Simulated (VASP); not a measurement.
# GaSb (F-43m) in VASP: a series of runs

GaSb is run at these levels: BLYP+D3(BJ), RPBE+D4, BLYP+D4; tasks: relaxation of cell and atoms, single point.

Program: VASP 6.6.1. These are calculated values, not measurements. Logs are shortened: lines on timing, memory, paths and dates and some standing lists are left out, and cuts for length are marked.

**The experiment to reproduce.**

A printed reference work, data compilation reports, for a bulk crystal of GaSb at 4.2 K: band gap 0.811 eV (direct).

How close the calculation comes is told below.

### 1 The cell of the first run

It takes space group F-43m (No. 216, cubic). The conventional cell has a = 6.118 Å, b = 6.118 Å, c = 6.118 Å, α = 90.00°, β = 90.00°, γ = 90.00°. Sb (site symmetry -43m) has 4 Ga at 2.65 Å within 3.5 Å. Ga (site symmetry -43m) has 4 Sb at 2.65 Å within 3.5 Å.

### 2 Relaxation of cell and atoms, BLYP+D3(BJ)

Contents of INCAR:

```
  PREC = Accurate
  ENCUT = 600
  EDIFF = 1E-6
  ISMEAR = -1
  SIGMA = 0.05
  LREAL = F
  LASPH = T
  NELM = 100
  ALGO = Normal
  ISIF = 3
  LWAVE = F
  LCHARG = F
  GGA = B5
  ALDAX = 1.0
  AGGAX = 1.0
  AGGAC = 1.0
  ALDAC = 0.0
  IVDW = 12
  VDW_S6 = 1.0
  VDW_S8 = 2.6996
  VDW_A1 = 0.4298
  VDW_A2 = 4.2359
  IBRION = 2
  NSW = 80
  EDIFFG = -0.02
```

Contents of KPOINTS:

```
regular mesh
0
Gamma
  8 8 8
```

Contents of POSCAR:

```
GaSb
1.0
    0.0000000000      3.0590000000      3.0590000000
    3.0590000000      0.0000000000      3.0590000000
    3.0590000000      3.0590000000      0.0000000000
Sb Ga
1 1
Direct
    0.7500000000      0.7500000000      0.7500000000
    0.0000000000      0.0000000000      0.0000000000
```

Potentials or basis: VASP PAW PBE potentials, release 64 (Sb, Ga_d).

The run is started by

```sh
$ cat potpaw_PBE.64/Sb/POTCAR potpaw_PBE.64/Ga_d/POTCAR > POTCAR
$ mpirun -np 1 vasp_std > vasp.out
```

OUTCAR:

```text
PREC = Accurate
   ENCUT = 600
   EDIFF = 1E-6
   ISMEAR = -1
   LREAL = F
   LASPH = T
   NELM = 100
   ISIF = 3
   GGA = B5
   IVDW = 12
   IBRION = 2
   NSW = 80
   EDIFFG = -0.02
 IVDW          = 12

 ion  position               nearest neighbor table
   1  0.750  0.750  0.750-   2 2.65   2 2.65   2 2.65   2 2.65
   2  0.000  0.000  0.000-   1 2.65   1 2.65   1 2.65   1 2.65

  LATTYP: Found a face centered cubic cell.
 ALAT       =     6.1180000000

  Lattice vectors:

 A1 = (   0.0000000000,   3.0590000000,   3.0590000000)
 A2 = (   3.0590000000,   0.0000000000,   3.0590000000)
 A3 = (   3.0590000000,   3.0590000000,   0.0000000000)

Analysis of symmetry for initial positions (statically):
=====================================================================
 Subroutine PRICEL returns:
 Original cell was already a primitive cell.

 Routine SETGRP: Setting up the symmetry group for a
 face centered cubic supercell.

 Subroutine GETGRP returns: Found 24 space group operations
 (whereof 24 operations were pure point group operations)
 out of a pool of 48 trial point group operations.

The static configuration has the point symmetry T_d .

Analysis of symmetry for dynamics (positions and initial velocities):
=====================================================================
 Subroutine PRICEL returns:
 Original cell was already a primitive cell.

 Routine SETGRP: Setting up the symmetry group for a
 face centered cubic supercell.

 Subroutine GETGRP returns: Found 24 space group operations
 (whereof 24 operations were pure point group operations)
 out of a pool of 48 trial point group operations.

The dynamic configuration has the point symmetry T_d .

 Subroutine INISYM returns: Found 24 space group operations
 (whereof 24 operations are pure point group operations),
 and found     1 'primitive' translations

----------------------------------------------------------------------------------------

                                     Primitive cell

  volume of cell :      57.2491

  direct lattice vectors                    reciprocal lattice vectors
     0.000000000  3.059000000  3.059000000    -0.163452109  0.163452109  0.163452109
     3.059000000  0.000000000  3.059000000     0.163452109 -0.163452109  0.163452109
     3.059000000  3.059000000  0.000000000     0.163452109  0.163452109 -0.163452109

  length of vectors
     4.326079287  4.326079287  4.326079287     0.283107357  0.283107357  0.283107357

  position of ions in fractional coordinates (direct lattice)
     0.750000000  0.750000000  0.750000000
     0.000000000  0.000000000  0.000000000

  ion indices of the primitive-cell ions
   primitive index   ion index
                 1           1
                 2           2

----------------------------------------------------------------------------------------

 KPOINTS: regular mesh

Automatic generation of k-mesh.
 Grid dimensions read from file:
 generate k-points for:    8    8    8

 Generating k-lattice:

  Cartesian coordinates                     Fractional coordinates (reciprocal lattice)
    -0.020431514  0.020431514  0.020431514     0.125000000  0.000000000  0.000000000
     0.020431514 -0.020431514  0.020431514     0.000000000  0.125000000  0.000000000
     0.020431514  0.020431514 -0.020431514     0.000000000  0.000000000  0.125000000

  Length of vectors
     0.035388420  0.035388420  0.035388420

  Shift w.r.t. Gamma in fractional coordinates (k-lattice)
     0.000000000  0.000000000  0.000000000

 Subroutine IBZKPT returns following result:
 ===========================================

 Found     29 irreducible k-points:

 Following reciprocal coordinates:
            Coordinates               Weight
  0.000000  0.000000  0.000000      1.000000
  0.125000  0.000000  0.000000      8.000000
  0.250000  0.000000  0.000000      8.000000
  0.375000  0.000000  0.000000      8.000000
  0.500000  0.000000  0.000000      4.000000
  0.125000  0.125000  0.000000      6.000000
[... 16 lines left out ...]
  0.500000  0.250000  0.125000     48.000000
 -0.375000  0.250000  0.125000     24.000000
 [... further k-points ...]
   k-points           NKPTS =     29   k-points in BZ     NKDIM =     29   number of bands    NBANDS=     13
   number of dos      NEDOS =    301   number of ions     NIONS =      2
   total plane-waves  NPLWV =  46656
   dimension x,y,z NGX =    36 NGY =   36 NGZ =   36
   dimension x,y,z NGXF=    72 NGYF=   72 NGZF=   72
   ions per type =               1   1
   NGX,Y,Z   is equivalent  to a cutoff of  13.83, 13.83, 13.83 a.u.
   NGXF,Y,Z  is equivalent  to a cutoff of  27.67, 27.67, 27.67 a.u.
 SYSTEM =  unknown system
   PREC   = accura    normal or accurate (medium, high low for compatibility)
   ISTART =      0    job   : 0-new  1-cont  2-samecut
   ICHARG =      2    charge: 1-file 2-atom 10-const
   ISPIN  =      1    spin polarized calculation?
   LNONCOLLINEAR =      F non collinear calculations
   LSORBIT =      F    spin-orbit coupling
   LASPH  =      T    aspherical Exc in radial PAW
   ENCUT  =  600.0 eV  44.10 Ry    6.64 a.u.   8.64  8.64  8.64*2*pi/ulx,y,z
   NELM   =    100;   NELMIN=  2; NELMDL= -5     # of ELM steps
   EDIFF  = 0.1E-05   stopping-criterion for ELM
   LREAL  =      F    real-space projection
   EDIFFG = -.2E-01   stopping-criterion for IOM
   NSW    =     80    number of steps for IOM
   IBRION =      2    ionic relax: 0-MD 1-quasi-New 2-CG
   NFREE  =      1    steps in history (QN), initial steepest desc. (CG)
   ISIF   =      3    stress and relaxation
   ISYM   =      2    0-nonsym 1-usesym 2-fastsym
   POTIM  = 0.5000    time-step for ionic-motion
   TEBEG  =    0.0;   TEEND  =   0.0 temperature during run
   PSTRESS=    0.0 pullay stress
   NELECT =      18.0000    total number of electrons
   NUPDOWN=      -1.0000    fix difference up-down
   EMIN   =  10.00;   EMAX   =-10.00  energy-range for DOS
   EFERMI =   0.00;   METHOD = LEGACY
   ISMEAR =    -1;   SIGMA  =   0.05  broadening in eV -4-tet -1-fermi 0-gaus
   EFERMI_NEDOS =   21; number of points for ismear=-14 and -15
   IALGO  =     38    algorithm
   IMIX   =      4    mixing-type and parameters
     AMIX     =   0.40;   BMIX     =  1.00
     AMIX_MAG =   1.60;   BMIX_MAG =  1.00
  volume/ion in A,a.u.               =      28.62       193.17
  Fermi-wavevector in a.u.,A,eV,Ry     =   1.113208  2.103657 16.860766  1.239231
  Thomas-Fermi vector in A             =   2.249790
   LORBIT       =      0    0 simple, 1 ext, 2 COOP (PROOUT), +10 PAW based schemes
   GGA     = B5    functional components
   LHFCALC =     F    Hartree Fock is set to
   AEXX    =    0.0000 exact exchange contribution
   IVDW    =    12    specifies the selected vdW correction
   LEPSILON=     F    determine dielectric tensor
   LRPA    =     F    only Hartree local field effects (RPA)
 conjugate gradient relaxation of ions
 non-spin polarized calculation
  energy-cutoff  :      600.00
  volume of cell :       57.25
 maximum number of plane-waves:      1926
   NGX = 17   NGY = 17   NGZ = 17

--------------------------------------- Ionic step        1  -------------------------------------------

 number of electron      18.0000006 magnetization

 Free energy of the ion-electron system (eV)
  ---------------------------------------------------
  ext. energy  EPLUGINS =         0.00000000
  ---------------------------------------------------
  free energy    TOTEN  =        -6.01060991 eV

  energy without entropy =       -6.01012864  energy(sigma->0) =       -6.01036927

 E-fermi :   5.3449     XC(G=0):  -8.5164

 val. band max:        5.3028139043   @ k =   0.0000   0.0000   0.0000
 cond. band min:       5.6952595478   @ k =   0.5000   0.0000   0.0000
 fundamental gap:      0.3924456434
 Fermi energy:         5.3448903989

 k-point     1 :       0.0000    0.0000    0.0000
  band No.  band energies     occupation
      1      -9.8004      2.00000
      2      -9.8004      2.00000
      3      -9.8004      2.00000
      4      -9.7501      2.00000
      5      -9.7501      2.00000
      6      -6.1846      2.00000
      7       5.1885      1.91607
      8       5.3028      1.39758
      9       5.3028      1.39758
     10       5.3028      1.39757
     11       8.1065      0.00000
     12       8.1065      0.00000
     13       8.1065      0.00000

 k-point     2 :       0.1250    0.0000    0.0000
  band No.  band energies     occupation
      1      -9.8045      2.00000
      2      -9.7986      2.00000
      3      -9.7986      2.00000
      4      -9.7503      2.00000
      5      -9.7503      2.00000
      6      -6.0259      2.00000
      7       3.2486      2.00000
      8       5.0525      1.99424
      9       5.0525      1.99424
     10       6.2651      0.00000
     11       8.4479      0.00000
     12       8.4479      0.00000
     13       8.7618      0.00000
[... 409 lines left out ...]
 VOLUME and BASIS-vectors are now :
 -----------------------------------------------------------------------------
  energy-cutoff  :      600.00
  volume of cell :       58.01
      direct lattice vectors                 reciprocal lattice vectors
     0.000000000  3.072508889  3.072508889    -0.162733459  0.162733459  0.162733459
     3.072508889  0.000000000  3.072508889     0.162733459 -0.162733459  0.162733459
     3.072508889  3.072508889 -0.000000000     0.162733459  0.162733459 -0.162733459

 POSITION                                       TOTAL-FORCE (eV/Angst)
 -----------------------------------------------------------------------------------
      4.60876      4.60876      4.60876         0.000000      0.000000      0.000000
      0.00000      3.07251      3.07251        -0.000000     -0.000000     -0.000000
 -----------------------------------------------------------------------------------
    total drift:                               -0.000000     -0.000000     -0.000000

  FREE ENERGIE OF THE ION-ELECTRON SYSTEM (eV)
  ---------------------------------------------------
  free  energy   TOTEN  =        -7.5695880295 eV

  energy  without entropy=       -7.5691122087  energy(sigma->0) =       -7.56935012

--------------------------------------- Ionic step        3  -------------------------------------------

 number of electron      18.0000002 magnetization

 Free energy of the ion-electron system (eV)
  ---------------------------------------------------
  ext. energy  EPLUGINS =         0.00000000
  ---------------------------------------------------
  free energy    TOTEN  =        -6.03074329 eV

  energy without entropy =       -6.03026800  energy(sigma->0) =       -6.03050565

 E-fermi :   5.2319     XC(G=0):  -8.4715

 val. band max:        5.1918894425   @ k =   0.0000   0.0000   0.0000
 cond. band min:       5.5616187694   @ k =   0.5000   0.0000   0.0000
 fundamental gap:      0.3697293269
 Fermi energy:         5.2319142882

 k-point     1 :       0.0000    0.0000    0.0000
  band No.  band energies     occupation
      1      -9.8900      2.00000
      2      -9.8900      2.00000
      3      -9.8900      2.00000
      4      -9.8414      2.00000
      5      -9.8414      2.00000
      6      -6.2219      2.00000
      7       5.0009      1.98048
      8       5.1919      1.38017
      9       5.1919      1.38017
     10       5.1919      1.38016
     11       7.9979      0.00000
     12       7.9979      0.00000
     13       7.9979      0.00000

 k-point     2 :       0.1250    0.0000    0.0000
  band No.  band energies     occupation
      1      -9.8940      2.00000
      2      -9.8883      2.00000
      3      -9.8883      2.00000
      4      -9.8416      2.00000
      5      -9.8416      2.00000
      6      -6.0653      2.00000
      7       3.1266      2.00000
      8       4.9463      1.99342
      9       4.9463      1.99342
     10       6.1153      0.00000
     11       8.3343      0.00000
     12       8.3343      0.00000
     13       8.6317      0.00000
[... 369 lines left out ...]
 VOLUME and BASIS-vectors are now :
 -----------------------------------------------------------------------------
  energy-cutoff  :      600.00
  volume of cell :       57.87
      direct lattice vectors                 reciprocal lattice vectors
     0.000000000  3.069987782  3.069987782    -0.162867098  0.162867098  0.162867098
     3.069987782  0.000000000  3.069987782     0.162867098 -0.162867098  0.162867098
     3.069987782  3.069987782 -0.000000000     0.162867098  0.162867098 -0.162867098

 POSITION                                       TOTAL-FORCE (eV/Angst)
 -----------------------------------------------------------------------------------
      4.60498      4.60498      4.60498         0.000000     -0.000000     -0.000000
      0.00000      0.00000      0.00000        -0.000000      0.000000      0.000000
 -----------------------------------------------------------------------------------
    total drift:                               -0.000000     -0.000000     -0.000000

  FREE ENERGIE OF THE ION-ELECTRON SYSTEM (eV)
  ---------------------------------------------------
  free  energy   TOTEN  =        -7.5696494639 eV

  energy  without entropy=       -7.5691741734  energy(sigma->0) =       -7.56941182

 reached required accuracy - stopping structural energy minimisation
```

It took 80 s on 1 thread of Intel Xeon Platinum 8559C (Emerald Rapids), shared host; peak memory 0.23 GiB.

Results:

```yaml
Free_energy: -7.5696 eV
Relaxed_volume: 28.93 Å³/atom
Relaxed_cell: a = 4.342 Å, b = 4.342 Å, c = 4.342 Å, α = 60.00°, β = 60.00°, γ = 60.00°
Space_group_after_relaxing_to_0.05_Å: F-43m (No. 216)
Energy_gained_by_relaxing: 0.5 meV/atom
Ionic_steps: 3
Pressure_after_relaxing: 0.0 GPa
Band_gap_on_the_k_mesh: zero (filled and empty bands touch)
Dispersion_energy_per_atom: -0.769 eV
```

The path:
| step | energy change (eV) | largest force (eV/Å) | pressure (GPa) | volume (Å³) |
| --- | --- | --- | --- | --- |
| 1 | 0.0000 | 0.0000 | 0.51 | 57.25 |
| 2 | -0.0010 | 0.0000 | -0.13 | 58.01 |
| 3 | -0.0010 | 0.0000 | -0.02 | 57.87 |

Final structure:
```
Sb Ga
1.0
     0.00000    3.06999    3.06999
     3.06999    0.00000    3.06999
     3.06999    3.06999    0.00000
Sb Ga
1 1
Direct
  0.75000 0.75000 0.75000
  0.00000 0.00000 0.00000
```

Caveat: the PAW data sets were made with another functional, which shifts forces and pressure a little; spin-orbit coupling is left out, which moves the levels of the heavy elements; pairwise dispersion overbinds metals, which lowers pressure and volume. Zero-point motion and thermal expansion aren't in these numbers.

### 3 Single point, RPBE+D4

This run uses another cell than the first one, of 28.05 Å³/atom, 0.980 times its volume.

Contents of INCAR:

```
ALGO = Normal
EDIFF = 1E-7
ENCUT = 520
GGA = RP
ISIF = 2
ISMEAR = -1
IVDW = 13
LASPH = True
LCHARG = False
LREAL = False
LWAVE = False
NBANDS = 16
NELM = 100
PREC = Accurate
SIGMA = 0.05
```

Contents of KPOINTS:

```
k-points
0
Gamma
  8 8 8
```

Contents of POSCAR:

```
GaSb
1.0
    0.0000000000      3.0383370682      3.0383370682
    3.0383370682      0.0000000000      3.0383370682
    3.0383370682      3.0383370682      0.0000000000
Sb Ga
1 1
Direct
    0.7500000000      0.7500000000      0.7500000000
    0.0000000000      0.0000000000      0.0000000000
```

Potentials or basis: VASP PAW PBE potentials, release 64 (Sb, Ga_d).

The run is started by

```sh
$ cat potpaw_PBE.64/Sb/POTCAR potpaw_PBE.64/Ga_d/POTCAR > POTCAR
$ mpirun -np 1 vasp_std > vasp.out
```

OUTCAR:

```text
EDIFF = 1E-7
   ENCUT = 520
   GGA = RP
   ISIF = 2
   ISMEAR = -1
   IVDW = 13
   LASPH = True
   LREAL = False
   NELM = 100
   PREC = Accurate

 ion  position               nearest neighbor table
   1  0.750  0.750  0.750-   2 2.63   2 2.63   2 2.63   2 2.63
   2  0.000  0.000  0.000-   1 2.63   1 2.63   1 2.63   1 2.63

  LATTYP: Found a face centered cubic cell.
 ALAT       =     6.0766741364

  Lattice vectors:

 A1 = (   0.0000000000,   3.0383370682,   3.0383370682)
[... 642 lines left out ...]

  DFT-D4 for vdW energy calculation

  Edisp (eV):   -1.52947

  FORCE on cell =-STRESS in cart. coord.  units (eV):
  Direction    XX          YY          ZZ          XY          YZ          ZX
  --------------------------------------------------------------------------------------
  -------------------------------------------------------------------------------------
  Total       0.02027     0.02027     0.02027    -0.00000     0.00000     0.00000
  in kB       0.57884     0.57884     0.57884    -0.00000     0.00000     0.00000
  external pressure =        0.58 kB  Pullay stress =        0.00 kB

 VOLUME and BASIS-vectors are now :
 -----------------------------------------------------------------------------
  energy-cutoff  :      520.00
  volume of cell :       56.10
      direct lattice vectors                 reciprocal lattice vectors
     0.000000000  3.038337068  3.038337068    -0.164563703  0.164563703  0.164563703
     3.038337068  0.000000000  3.038337068     0.164563703 -0.164563703  0.164563703
     3.038337068  3.038337068  0.000000000     0.164563703  0.164563703 -0.164563703

 POSITION                                       TOTAL-FORCE (eV/Angst)
 -----------------------------------------------------------------------------------
      4.55751      4.55751      4.55751        -0.000000     -0.000000     -0.000000
      0.00000      0.00000      0.00000         0.000000      0.000000      0.000000
 -----------------------------------------------------------------------------------
    total drift:                               -0.000002     -0.000002     -0.000002

  FREE ENERGIE OF THE ION-ELECTRON SYSTEM (eV)
  ---------------------------------------------------
  free  energy   TOTEN  =        -8.1476997700 eV

  energy  without entropy=       -8.1475368905  energy(sigma->0) =       -8.14761833
```

Run time: 13 s. Hardware: 1 thread of Intel Xeon 6975P-C (Granite Rapids), shared host; peak memory 0.18 GiB.

What came out:

| Item | Value |
| --- | --- |
| Free energy | -8.1477 eV |
| Pressure | 0.1 GPa |
| Band gap on the k mesh | 0.28 eV, direct |
| Dispersion energy per atom | -0.765 eV |

Levels at points of the mesh, in eV from the valence-band top:
```csv
k point,band 5,band 6,band 7,band 8,band 9,band 10,band 11,band 12,band 13,band 14
"(0.00, 0.00, 0.00)",-15.03,-11.59,0.00,0.00,0.00,0.28,2.78,2.78,2.78,6.03
"(0.50, 0.00, 0.00)",-15.03,-9.91,-6.43,-1.19,-1.19,0.52,3.77,3.77,6.61,9.64
"(0.50, 0.50, 0.00)",-15.02,-9.05,-6.87,-2.64,-2.64,0.96,1.31,8.85,8.85,10.35
```

Caveat: the PAW data sets were made with another functional, which shifts forces and pressure a little; spin-orbit coupling is left out, which moves the levels of the heavy elements.

(Part 1 of 2 ends here.)
